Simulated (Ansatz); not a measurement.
**How far is PAW off for SiO2?**

```
CELL_PARAMETERS angstrom
4.18010 0.00000 0.00000
0.00000 4.18010 0.00000
0.00000 0.00000 2.66780
ATOMIC_POSITIONS crystal
Si 0.00000 0.00000 0.00000
Si 0.50000 0.50000 0.50000
O 0.30670 0.30670 0.00000
O 0.19330 0.80670 0.50000
O 0.69330 0.69330 0.00000
O 0.80670 0.19330 0.50000
```

Atoms are numbered in the order listed.

Conventional cell: a = 4.180 Å, b = 4.180 Å, c = 2.668 Å, α = 90.00°, β = 90.00°, γ = 90.00°. Si (atom 1) is surrounded by 6 O at 1.76 to 1.81 Å. Around O (atom 3) lie 3 Si at 1.76 to 1.81 Å.

The cell comes from COD entry 9001276, which wasn't checked; take it as a given geometry.

Methods: DFT, PBE, PAW with Ansatz's default frozen-core files, scalar-relativistic (Ansatz 0.2.0); DFT, PBE, all-electron LAPW, scalar-relativistic (Ansatz 0.2.0).

For PAW: a Γ-centred 6×6×9 k mesh, Fermi–Dirac smearing of 0.03 eV, cutoff 420 eV, no spin polarisation. LAPW targets a basis error of 1 meV/atom. The Ansatz runs share mesh, smearing and spin set-up. Plane-wave (PAW) pressures include the program's estimate of the Pulay term.

Stress and pressure are positive in compression.

Levels count from the top of the valence band.

PAW results:

| quantity | PAW |
| --- | --- |
| pressure (GPa) | 10.85 |
| stress xx (GPa) | 10.65 |
| stress zz (GPa) | 11.26 |
| force on O3, x (eV/Å) | -0.160 |
| band gap (eV) | 5.627 |
| highest filled level at Z (eV) | -2.679 |
| lowest empty level at Z (eV) | 9.131 |
| highest filled level at X (eV) | -1.073 |
| lowest empty level at X (eV) | 7.741 |
| highest filled level at A (eV) | -1.543 |
| lowest empty level at A (eV) | 7.258 |

(1) What does LAPW (all electrons) give for the same quantities?

Answers

(1) 
| quantity | LAPW |
| --- | --- |
| pressure (GPa) | 10.82 |
| stress xx (GPa) | 10.61 |
| stress zz (GPa) | 11.23 |
| force on O3, x (eV/Å) | -0.158 |
| band gap (eV) | 5.639 |
| highest filled level at Z (eV) | -2.679 |
| lowest empty level at Z (eV) | 9.138 |
| highest filled level at X (eV) | -1.072 |
| lowest empty level at X (eV) | 7.750 |
| highest filled level at A (eV) | -1.541 |
| lowest empty level at A (eV) | 7.260 |
